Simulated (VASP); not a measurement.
# ZrB (Fm-3m) in VASP: further runs, part 2 of 2

VASP 6.6.1.

### 4 Single point, PBE+D3(BJ)

This run uses another cell than the first one, of 12.57 Å³/atom, 0.874 times its volume.

Input file INCAR:

```
ALGO = Fast
EDIFF = 1E-6
ENCUT = 520
GGA = PE
ISIF = 2
ISMEAR = 0
IVDW = 12
LASPH = True
LCHARG = False
LREAL = False
LWAVE = False
NBANDS = 14
NELM = 60
PREC = Accurate
SIGMA = 0.1
```

Input file KPOINTS:

```
k-points
0
Gamma
  6 6 6
```

Input file POSCAR:

```
ZrB
1.0
    0.0000000000      2.3250000000      2.3250000000
    2.3250000000      0.0000000000      2.3250000000
    2.3250000000      2.3250000000      0.0000000000
Zr B
1 1
Direct
    0.0000000000      0.0000000000      0.0000000000
    0.5000000000      0.5000000000      0.5000000000
```

Potentials or basis: VASP PAW PBE potentials, release 64 (Zr_sv, B).

Run with:

```bash
cat potpaw_PBE.64/Zr_sv/POTCAR potpaw_PBE.64/B/POTCAR > POTCAR
mpirun -np 1 vasp_std > vasp.out
```

OUTCAR:

```text
EDIFF = 1E-6
   ENCUT = 520
   GGA = PE
   ISIF = 2
   ISMEAR = 0
   IVDW = 12
   LASPH = True
   LREAL = False
   NELM = 60
   PREC = Accurate
 IVDW          = 12

 ion  position               nearest neighbor table
   1  0.000  0.000  0.000-   2 2.33   2 2.33   2 2.33   2 2.33   2 2.33   2 2.33
   2  0.500  0.500  0.500-   1 2.33   1 2.33   1 2.33   1 2.33   1 2.33   1 2.33

  LATTYP: Found a face centered cubic cell.
 ALAT       =     4.6500000000

  Lattice vectors:

 A1 = (   0.0000000000,   2.3250000000,   2.3250000000)
 A2 = (   2.3250000000,   0.0000000000,   2.3250000000)
 A3 = (   2.3250000000,   2.3250000000,   0.0000000000)

Analysis of symmetry for initial positions (statically):
=====================================================================
 Subroutine PRICEL returns:
 Original cell was already a primitive cell.

 Routine SETGRP: Setting up the symmetry group for a
 face centered cubic supercell.

 Subroutine GETGRP returns: Found 48 space group operations
 (whereof 48 operations were pure point group operations)
 out of a pool of 48 trial point group operations.

The static configuration has the point symmetry O_h .

Analysis of symmetry for dynamics (positions and initial velocities):
=====================================================================
 Subroutine PRICEL returns:
 Original cell was already a primitive cell.

 Routine SETGRP: Setting up the symmetry group for a
 face centered cubic supercell.

 Subroutine GETGRP returns: Found 48 space group operations
 (whereof 48 operations were pure point group operations)
 out of a pool of 48 trial point group operations.

The dynamic configuration has the point symmetry O_h .

 Subroutine INISYM returns: Found 48 space group operations
 (whereof 48 operations are pure point group operations),
 and found     1 'primitive' translations

----------------------------------------------------------------------------------------

                                     Primitive cell

  volume of cell :      25.1362

  direct lattice vectors                    reciprocal lattice vectors
     0.000000000  2.325000000  2.325000000    -0.215053763  0.215053763  0.215053763
     2.325000000  0.000000000  2.325000000     0.215053763 -0.215053763  0.215053763
     2.325000000  2.325000000  0.000000000     0.215053763  0.215053763 -0.215053763

  length of vectors
     3.288046533  3.288046533  3.288046533     0.372484045  0.372484045  0.372484045

  position of ions in fractional coordinates (direct lattice)
     0.000000000  0.000000000  0.000000000
     0.500000000  0.500000000  0.500000000

  ion indices of the primitive-cell ions
   primitive index   ion index
                 1           1
                 2           2

----------------------------------------------------------------------------------------

 KPOINTS: k-points

Automatic generation of k-mesh.
 Grid dimensions read from file:
 generate k-points for:    6    6    6

 Generating k-lattice:

  Cartesian coordinates                     Fractional coordinates (reciprocal lattice)
    -0.035842294  0.035842294  0.035842294     0.166666667  0.000000000  0.000000000
     0.035842294 -0.035842294  0.035842294     0.000000000  0.166666667  0.000000000
     0.035842294  0.035842294 -0.035842294     0.000000000  0.000000000  0.166666667

[... 31 lines left out ...]
   total plane-waves  NPLWV =  13824
   dimension x,y,z NGX =    24 NGY =   24 NGZ =   24
   dimension x,y,z NGXF=    48 NGYF=   48 NGZF=   48
   ions per type =               1   1
   NGX,Y,Z   is equivalent  to a cutoff of  12.13, 12.13, 12.13 a.u.
   NGXF,Y,Z  is equivalent  to a cutoff of  24.27, 24.27, 24.27 a.u.
 SYSTEM =  unknown system
   PREC   = accura    normal or accurate (medium, high low for compatibility)
   ISTART =      0    job   : 0-new  1-cont  2-samecut
   ICHARG =      2    charge: 1-file 2-atom 10-const
   ISPIN  =      1    spin polarized calculation?
   LNONCOLLINEAR =      F non collinear calculations
   LSORBIT =      F    spin-orbit coupling
   LASPH  =      T    aspherical Exc in radial PAW
   ENCUT  =  520.0 eV  38.22 Ry    6.18 a.u.   6.11  6.11  6.11*2*pi/ulx,y,z
   NELM   =     60;   NELMIN=  2; NELMDL= -5     # of ELM steps
   EDIFF  = 0.1E-05   stopping-criterion for ELM
   LREAL  =      F    real-space projection
   EDIFFG = 0.1E-04   stopping-criterion for IOM
   NSW    =      0    number of steps for IOM
   IBRION =     -1    ionic relax: 0-MD 1-quasi-New 2-CG
   NFREE  =      0    steps in history (QN), initial steepest desc. (CG)
   ISIF   =      2    stress and relaxation
   ISYM   =      2    0-nonsym 1-usesym 2-fastsym
   POTIM  = 0.5000    time-step for ionic-motion
   TEBEG  =    0.0;   TEEND  =   0.0 temperature during run
   PSTRESS=    0.0 pullay stress
   NELECT =      15.0000    total number of electrons
   NUPDOWN=      -1.0000    fix difference up-down
   EMIN   =  10.00;   EMAX   =-10.00  energy-range for DOS
   EFERMI =   0.00;   METHOD = LEGACY
   ISMEAR =     0;   SIGMA  =   0.10  broadening in eV -4-tet -1-fermi 0-gaus
   EFERMI_NEDOS =   21; number of points for ismear=-14 and -15
   IALGO  =     68    algorithm
   IMIX   =      4    mixing-type and parameters
     AMIX     =   0.40;   BMIX     =  1.00
     AMIX_MAG =   1.60;   BMIX_MAG =  1.00
  volume/ion in A,a.u.               =      12.57        84.81
  Fermi-wavevector in a.u.,A,eV,Ry     =   1.378285  2.604581 25.846565  1.899669
  Thomas-Fermi vector in A             =   2.503360
   LORBIT       =      0    0 simple, 1 ext, 2 COOP (PROOUT), +10 PAW based schemes
   GGA     = PE    functional components
   LHFCALC =     F    Hartree Fock is set to
   AEXX    =    0.0000 exact exchange contribution
   IVDW    =    12    specifies the selected vdW correction
   LEPSILON=     F    determine dielectric tensor
   LRPA    =     F    only Hartree local field effects (RPA)
 non-spin polarized calculation
 RMM-DIIS sequential band-by-band and
 Gauss-broadening in eV      SIGMA  =   0.10
  energy-cutoff  :      520.00
  volume of cell :       25.14
 maximum number of plane-waves:       700
   NGX = 13   NGY = 13   NGZ = 13

 number of electron      15.0000000 magnetization

 Free energy of the ion-electron system (eV)
  ---------------------------------------------------
  ext. energy  EPLUGINS =         0.00000000
  ---------------------------------------------------
  free energy    TOTEN  =       -15.59506801 eV

  energy without entropy =      -15.58570138  energy(sigma->0) =      -15.59038469

 E-fermi :   8.8398     XC(G=0): -12.2216

 val. band max:        8.8150249362   @ k =   0.5000   0.3333   0.1667
 cond. band min:       9.2851681189   @ k =   0.1667   0.0000   0.0000
 fundamental gap:      0.4701431827
 Fermi energy:         8.8397698369

 k-point     1 :       0.0000    0.0000    0.0000
  band No.  band energies     occupation
      1     -37.7633      2.00000
      2     -15.5030      2.00000
      3     -15.5030      2.00000
      4     -15.5030      2.00000
      5       0.6904      2.00000
      6      10.9417      0.00000
      7      10.9417      0.00000
      8      10.9417      0.00000
      9      12.7185      0.00000
     10      12.7185      0.00000
     11      12.8389      0.00000
     12      12.8389      0.00000
     13      12.8389      0.00000
     14      20.1618      0.00000
[... 241 lines left out ...]
      1     -37.6026      2.00000
      2     -16.2332      2.00000
      3     -15.9702      2.00000
      4     -15.8433      2.00000
      5       3.2082      2.00000
      6       7.8923      2.00000
      7       8.3253      2.00000
      8       8.7770      1.62560
      9      12.9530      0.00000
     10      15.3030      0.00000
     11      15.9604      0.00000
     12      16.8495      0.00000
     13      19.3380      0.00000
     14      24.0337      0.00000

------------------------ aborting loop because EDIFF is reached ----------------------------------------

 Edisp (eV)   -0.90109

 E8    (eV) :    -0.4212

  FORCE on cell =-STRESS in cart. coord.  units (eV):
  Direction    XX          YY          ZZ          XY          YZ          ZX
  --------------------------------------------------------------------------------------
  -------------------------------------------------------------------------------------
  Total       4.54747     4.54747     4.54747    -0.00000     0.00000     0.00000
  in kB     289.85531   289.85531   289.85531    -0.00000     0.00000     0.00000
  external pressure =      289.86 kB  Pullay stress =        0.00 kB

 VOLUME and BASIS-vectors are now :
 -----------------------------------------------------------------------------
  energy-cutoff  :      520.00
  volume of cell :       25.14
      direct lattice vectors                 reciprocal lattice vectors
     0.000000000  2.325000000  2.325000000    -0.215053763  0.215053763  0.215053763
     2.325000000  0.000000000  2.325000000     0.215053763 -0.215053763  0.215053763
     2.325000000  2.325000000  0.000000000     0.215053763  0.215053763 -0.215053763

 POSITION                                       TOTAL-FORCE (eV/Angst)
 -----------------------------------------------------------------------------------
      0.00000      0.00000      0.00000        -0.000000      0.000000      0.000000
      2.32500      2.32500      2.32500         0.000000     -0.000000     -0.000000
 -----------------------------------------------------------------------------------
    total drift:                                0.000000     -0.000000     -0.000000

  FREE ENERGIE OF THE ION-ELECTRON SYSTEM (eV)
  ---------------------------------------------------
  free  energy   TOTEN  =       -16.4961591580 eV

  energy  without entropy=      -16.4867925251  energy(sigma->0) =      -16.49147584
```

stdout:

```text
POSCAR found type information on POSCAR ZrB
 POSCAR found :  2 types and       2 ions
 scaLAPACK will be used
 LDA part: xc-table for (Slater+PW92), standard interpolation
 POSCAR, INCAR and KPOINTS ok, starting setup
 FFT: planning ... GRIDC
 FFT: planning ... GRID_SOFT
 FFT: planning ... GRID
 WAVECAR not read
 entering main loop
```

Run time: 5 s. Hardware: 1 thread of AMD EPYC 9R45 (Zen 5), shared host; peak memory 0.12 GiB.

What came out:

```yaml
Free_energy: -16.4962 eV
Pressure: 29.0 GPa
Band_gap_on_the_k_mesh: none (metal or under the smearing width)
Dispersion_energy_per_atom: -0.451 eV
```

Caveat: the k mesh is coarse (spacing up to 0.39 Å⁻¹), so the values aren't converged; a pressure of tens of GPa on the cell as given is suspect, and the run, the potentials or the cell itself is likely at fault; pairwise dispersion overbinds metals, which lowers pressure and volume.

### 5 The runs side by side

| task | cell | k mesh | cutoff (eV) | mesh quality | gap on the mesh (eV) | pressure (GPa) |
| --- | --- | --- | --- | --- | --- | --- |
| single point | Fm-3m, 14.37 Å³/atom | 8 × 8 × 8 | 520 | not flagged | none | -0.1 |
| relaxation of cell and atoms | relaxed | 8 × 8 × 8 | 600 | not flagged | none | -0.1 |
| single point | Fm-3m, 12.57 Å³/atom | 6 × 6 × 6 | 520 | coarse | none | 29.0 |

Alike in all rows: level PBE+D3(BJ); potentials or basis VASP PAW PBE potentials, release 64 (Zr_sv, B); no spin polarisation; smearing gaussian 0.1 eV.

Caveats: some runs use coarse meshes; pairwise dispersion overbinds metals, which lowers pressure and volume; the volume moved by +14 % from the deposited cell, more than functionals usually miss (some runs); a pressure of tens of GPa on the cell as given is suspect, and the run, the potentials or the cell itself is likely at fault (some runs).

Total energies depend on the potentials used, so only differences within one code and one set of settings carry meaning.
